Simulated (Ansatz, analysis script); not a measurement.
# Fixed-spin-moment curve of a free-standing triangular Ti monolayer, spacing 2.904 Å, part 2 of 2

Aim: the energy of a free-standing triangular Ti monolayer, spacing 2.904 Å as its total moment is fixed at a series of values, and its answer to a field.

Ansatz 0.2.0; PBE, PAW set soft_2.

So far. Step 8 (Total moment fixed at 1.298 μB): The energy is -30.8 meV from the state without spin, and the largest site carries 0.804 μB.

### 9. Total moment fixed at 2.336 μB

Level of this step: Ansatz DFT, collinear, total moment fixed by two Fermi levels; PBE, PAW default (Ansatz).

The input, input.yaml:

```yaml
crystal:
  lattice:
    - [2.904, 0.0, 0.0]
    - [-1.452, 2.514938, 0.0]
    - [0.0, 0.0, 14.0]
  atoms:
    - { symbol: Ti, position: [0.0, 0.0, 0.5], spin: 2.336 }
magnetization:
  spin_polarized: true
  initial_magnetization: 2.336
  spin_locking: { lock_magnetization: hard }
kpoints:
  mp_grid: { grid: [21, 21, 1] }
hamiltonian:
  xc: pbe
scf:
  occupations: { method: fermi_dirac, width: 0.1 }
  max_iter: 120
  convergence: { dr2_threshold: 1.0e-08 }
basis:
  ecutwfc: 420.0
```

Launch:

```
ansatz run input.yaml --threads 1 --pin off --max-ram 3072MiB --backend cpu --events-out ev --progress --plain --runs-dir out
```

Numbers of over 12 decimals in the logs are rounded to 6 here.

Log:

```text
Warning: where an SCF of this run starts from atoms to list the orders of its open shells, Ti (site 0, from 0) starts with 2.00 μB on its 3d shell, in the place of the 2.34 μB that the deck gives it: its open shells can hold no more by Hund's first rule. To start from spheres of the given moment, type scf.initial_density.shell_occupations: []
[...]
Crystal: 1 atoms, lattice volume = 102.247 Å³
[...]
Magnetization: 2.3360 μB (7.1680 up, 4.8320 down)
Absolute magnetization: 2.3361 μB (∫|ρ↑−ρ↓|, with the PAW one-centre terms)
[...]
Per-site moments (μB) at R_I (Å): [(1.533562, 1.197900)]
Free energy (F): -2497.668852 eV
[...]
Internal energy: -2497.615811 eV  (E = F + TS)
E sigma→0 (E₀):  -2497.642331 eV
Entropy (-TS):   -0.053041 eV (-53.041 meV/atom)
Fermi energy:    -0.954777 (↑ -0.804307, ↓ -1.105246) eV
[...]
[key lines of the parts left out:]
SCF converged after 9 iterations
```

It took 6.6 s on 1 thread of Arm Neoverse V1, shared host; peak memory 0.39 GiB.

The energy is -12 meV from the state without spin, and the largest site carries 1.53 μB.

The other 5 runs of this kind were made alike; their results stand in the table below.

### 10. No field, tight threshold

A field gives a second route to the same curve. A thousand tesla shift each spin by 58 meV, and the threshold is tightened so that small induced moments are resolved.

input.yaml, the sections that differ from step 9:

```yaml
crystal:
  lattice:
    - [2.904, 0.0, 0.0]
    - [-1.452, 2.514938, 0.0]
    - [0.0, 0.0, 14.0]
  atoms:
    - { symbol: Ti, position: [0.0, 0.0, 0.5], spin: 1.15 }
magnetization:
  spin_polarized: true
scf:
  occupations: { method: fermi_dirac, width: 0.1 }
  max_iter: 120
  convergence: { dr2_threshold: 1.0e-10 }
# kpoints, hamiltonian, basis: as in step 9
```

Log:

```text
[...]
Crystal: 1 atoms, lattice volume = 102.247 Å³
Basis set: ecut = 420 eV, 2015 PW (Γ)
Bands: 11, of which v1, the nominal top of the filled ones, is band 6 counted from 1 (5 counted from 0)
Symmetry: 24 space group operations
[...]
k-points: 48 of 441
[...]
Starting moments: Σ|m| = 1.15 μB on 1 of 1 site
[...]
SCF converged after 13 iterations
Magnetization: 1.7968 μB (6.8984 up, 5.1016 down)
Absolute magnetization: 1.7968 μB (∫|ρ↑−ρ↓|, with the PAW one-centre terms)
[...]
Per-site moments (μB) at R_I (Å): [(1.149070, 1.197900)]
Free energy (F): -2497.694693 eV
[...]
Internal energy: -2497.611795 eV  (E = F + TS)
E sigma→0 (E₀):  -2497.653244 eV
Entropy (-TS):   -0.082899 eV (-82.899 meV/atom)
Fermi energy:    -0.914161 eV
[...]
```

It took 24 s on 1 thread; peak memory 0.48 GiB.

The net moment is 1.80 μB a cell.

### 11. Field of 1000 T

input.yaml, as its differences from that of step 10:

```diff
@@ -9,2 +9,3 @@
   spin_polarized: true
+  magnetic_field: 1000.0
 kpoints:
```

Log:

```text
[...]
Crystal: 1 atoms, lattice volume = 102.247 Å³
Basis set: ecut = 420 eV, 2015 PW (Γ)
Bands: 11, of which v1, the nominal top of the filled ones, is band 6 counted from 1 (5 counted from 0)
Symmetry: 24 space group operations
[...]
k-points: 48 of 441
[...]
Starting moments: Σ|m| = 1.15 μB on 1 of 1 site
[...]
SCF converged after 12 iterations
Magnetization: 2.1554 μB (7.0777 up, 4.9223 down)
Absolute magnetization: 2.1554 μB (∫|ρ↑−ρ↓|)
[...]
Per-site moments (μB) at R_I (Å): [(1.404428, 1.197900)]
Free energy (F): -2497.811746 eV
[...]
Internal energy: -2497.750845 eV  (E = F + TS)
E sigma→0 (E₀):  -2497.781295 eV
Entropy (-TS):   -0.060900 eV (-60.900 meV/atom)
Fermi energy:    -0.891726 eV
[...]
```

Run time: 18 s. Hardware: 1 thread; peak memory 0.48 GiB.

The net moment is 2.15 μB a cell.

3 more runs differ from these in the same keys alone and are tabled below.

### 12. Side runs that gave no result

| changed | outcome |
| --- | --- |
| scf.mixing | cut off at the time limit |

### 13. Analysis

Table of energy less the state without spin by total moment:

```
total moment (μB/cell)  energy less the state without spin (meV/cell)
                 0.000                                              0
                 0.260                                          -1.67
                 0.519                                          -6.46
                 0.779                                          -13.9
                 1.038                                          -22.7
                 1.298                                          -30.8
                 1.557                                          -36.1
                 1.817                                          -37.8
                 2.076                                          -33.8
                 2.336                                          -12.0
```

The field that holds a moment is half the difference of the two Fermi levels over μB.

Table of field that holds the moment by total moment:

```
total moment (μB/cell)  field that holds the moment (T)
                 0.260                             -219
                 0.519                             -414
                 0.779                             -558
                 1.038                             -594
                 1.298                             -459
                 1.557                             -239
                 1.817                             26.3
                 2.076                              617
                 2.336                             2600
```

The total moment by field:

| field (T) | total moment (μB/cell) |
| --- | --- |
| 0 | 1.80 |
| 100 | 1.87 |
| 200 | 1.92 |
| 500 | 2.04 |
| 1000 | 2.16 |

A Landau fit E = a2 M² + a4 M⁴ + a6 M⁶ (meV, μB) and the Stoner form E ≈ M² (1/2N − I/4), with the slope taken at the first fixed moment:

Read from the output:

- density of states at the Fermi level, no spin: 3.898 states/eV/cell, both spins, broadened by the smearing
- Landau coefficients a2, a4, a6: -24.17, 3.378, 0.1158 meV/μB², meV/μB^4, meV/μB^6
- r.m.s. miss of the Landau fit: 0.7576 meV
- Stoner parameter I: 0.6108 eV, of the cell
- I·N/2: 1.190 I N / 2 from the slope at the first moment; over 1: unstable to a moment

### 14. Summary of results

```yaml
state_of_the_free_run: ferromagnetic
net_moment_of_the_free_run: 1.80 μB
energy_of_the_free_run_from_the_state_without_spin: -37.8 meV a cell
lowest_of_the_fixed_moments_tried: M = 1.817 μB, -37.8 meV
dm_db_between_0_and_100_t: 0.708 μB a cell per 1000 T
```

In words: At this level the system is magnetic: the free run keeps 1.15 μB on the largest site. No other order was typed. Among the fixed moments, E(M) falls 37.8 meV below the state without spin and is lowest near 1.817 μB on this grid. I·N/2 = 1.2 is over 1, so the state without spin is unstable to a uniform moment. The field acts on spins alone. The 14 fixed-moment and field runs took 2.7 min of wall time, added up. Energies are free energies at a smearing of 0.1 eV, and with partly filled levels differences shift, at times strongly, as the smearing goes to zero. The cell was taken as built, with atoms unrelaxed.

[Logs and program files are shortened in this print: banners, set-up blocks, solver, clock and traceback lines can be left out without a mark of their own.]

[Logs are printed without paths, hosts, clocks, repeated set-up lines and the standing remarks that a program may print on its own settings, such as how far it seeks lower states.]

[Hosts, paths, dates, database ids (printed as entryN), source tags and the programs' standing remarks are cut or masked in the printed files.]
